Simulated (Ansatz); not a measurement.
**CaF₂ (Fm-3m): elasticity against pressure**

```
Ca F
1.0
     0.00000    2.71038    2.71038
     2.71038    0.00000    2.71038
     2.71038    2.71038    0.00000
Ca F
1 2
Direct
  0.00000 0.00000 0.00000
  0.25000 0.25000 0.25000
  0.75000 0.75000 0.75000
```

This is the zero-pressure cell. At each pressure cell and atoms are relaxed in this structure, and the constants are slopes of the stress at strains of ±0.005 with relaxed ions (the coefficients that govern stability under load). Level: PBEsol, PAW on Ansatz 0.2.0's default frozen-core files (fitted under PBE), scalar-relativistic; k mesh 6×6×6, strains of ±0.005, fixed occupations, cutoff 420 eV. P is the pressure of the relaxed cell, less that of this one.

```
P (GPa)    V/V₀  C11 (GPa)  C12 (GPa)  C44 (GPa)
   0.00  1.0000      166.0       46.4       32.7
   1.00  0.9887      171.4       50.5       33.9
   2.00  0.9782      177.0       54.6       35.0
   4.00  0.9588      187.7       62.6       37.1
   7.00       ?          ?          ?          ?
  10.00  0.9107      217.5       85.6       41.3
  15.01  0.8786      241.0      104.4       43.8
```

**Question.** Does the bulk modulus from the constants agree with the pressure-volume curve?

**Answer.** A third-order Birch-Murnaghan fit to the volumes shown (F against f, f = [(V₀/V)^(2/3) − 1]/2) gives B₀ = 86.2 GPa and B′ = 4.6. Its −V dP/dV stands beside (C11 + 2C12)/3:

```
P (GPa)  from P(V)  from the constants
   0.00       86.2                86.3
   1.00       90.8                90.8
   2.00       95.3                95.4
   4.00      104.1               104.3
  10.00      129.8               129.6
  15.01      150.5               149.9
```

**Question.** What are the pressure derivatives at zero pressure?

**Answer.** Slopes at V₀ of quadratic fits in −ln(V/V₀) through the first four rows shown, divided by B₀: dC11/dP = 5.5, dC12/dP = 4.1, dC44/dP = 1.2. The mean slopes up to 2.0 GPa are 5.5, 4.1, 1.1; curvature and scatter of the constants part the two. The combination (dC11/dP + 2 dC12/dP)/3 = 4.6 stands against B′.

**Question.** Fill the row at 7.00 GPa.

**Answer.** Cubic fits in −ln(V/V₀) through all rows shown give C11 = 202.9, C12 = 74.2, C44 = 39.4 GPa. Computed: V/V₀ = 0.9331, C11 (GPa) = 202.8, C12 (GPa) = 74.1, C44 (GPa) = 39.5.

**Question.** Does a shear stiffness soften?

**Answer.** C44 goes from 32.7 to 43.8 GPa; (C11 − C12)/2 goes from 59.8 to 68.3 GPa. Neither ends more than 3 % under its start, and the lattice stays mechanically stable over this range.

Known limits: no other phase was computed; many crystals of this kind change structure within this range, and rows or crossings beyond such a change describe a metastable lattice; frozen-core PAW files fitted under PBE, their cores solved anew for the functional of the run; phonons weren't checked at these pressures.
